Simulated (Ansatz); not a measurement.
# Si2W: the cost of one run

Method: DFT PBEsol, scalar-relativistic, plane waves, PAW, in Ansatz 0.2.0.

1 further run of the same task is left out (set aside as unsound or not needed). Runs told in other sessions of the task aren't counted.

## Step 1: The structure to begin with

Symmetry: P6_422, No. 181, hexagonal system. The conventional cell has a = 4.761 Å, b = 4.761 Å, c = 6.556 Å, α = 90.00°, β = 90.00°, γ = 120.00°. Ta (site symmetry 222) is surrounded by 10 Si at 2.60 to 2.81 Å. Around Si (site symmetry 2) lie 5 Si at 2.55 to 2.81 Å and 5 Ta at 2.60 to 2.81 Å.

Structure file:

```xyz
9
Lattice="4.7610 0.0000 0.0000 -2.3805 4.1231 0.0000 0.0000 0.0000 6.5561" Properties=species:S:1:pos:R:3 pbc="T T T"
Ta    2.3805    0.0000    0.0000
Ta    1.1902    2.0616    4.3708
Ta   -1.1902    2.0616    2.1854
Si    0.0000    1.3135    0.0000
Si    3.6235    0.6567    4.3708
Si    1.2430    3.4664    2.1854
Si    2.3805    2.8096    0.0000
Si   -1.2430    3.4664    4.3708
Si    1.1375    0.6567    2.1854
```

This cell was relaxed beforehand with the same method: volume 14.30 Å³/atom, gap on the mesh none (metal).

## Step 2: Swap Ta → W

The start of Si2W: fractional positions of relaxed TaSi2, cell scaled by 0.986, a guess from tabulated radii.

## Step 3: A first look at the start (Si2W)

Input file input.yaml:

```yaml
crystal:
  lattice:
    - [4.6956307207, 0.0, 0.0]
    - [-2.3478153603, 4.0665354909, 0.0]
    - [0.0, 0.0, 6.4661394188]
  atoms:
    - { symbol: W, position: [0.5, 0.0, 0.0] }
    - { symbol: W, position: [0.5, 0.5, 0.6666666667] }
    - { symbol: W, position: [0.0, 0.5, 0.3333333333] }
    - { symbol: Si, position: [0.1592827541, 0.3185655082, 0.0] }
    - { symbol: Si, position: [0.8407172459, 0.1592827541, 0.6666666667] }
    - { symbol: Si, position: [0.6814344918, 0.8407172459, 0.3333333333] }
    - { symbol: Si, position: [0.8407172459, 0.6814344918, 0.0] }
    - { symbol: Si, position: [0.1592827541, 0.8407172459, 0.6666666667] }
    - { symbol: Si, position: [0.3185655082, 0.1592827541, 0.3333333333] }
basis:
  ecutwfc: 420
kpoints:
  mp_grid: { grid: [6, 6, 4] }
hamiltonian:
  xc: pbesol
scf:
  occupations: { method: gaussian, width: 0.1 }
output:
  forces: true
  stress: true
  eigenvalues: true
```

On the command line:

```sh
$ ansatz run input.yaml --threads 2 --pin off --max-ram 5120MiB --backend cpu --events-out ev --progress --plain --runs-dir out
```

Q: Estimate wall time and peak memory on 2 threads of Arm Neoverse V1, shared host.

About 5.2 s, with a peak of 0.39 GiB.
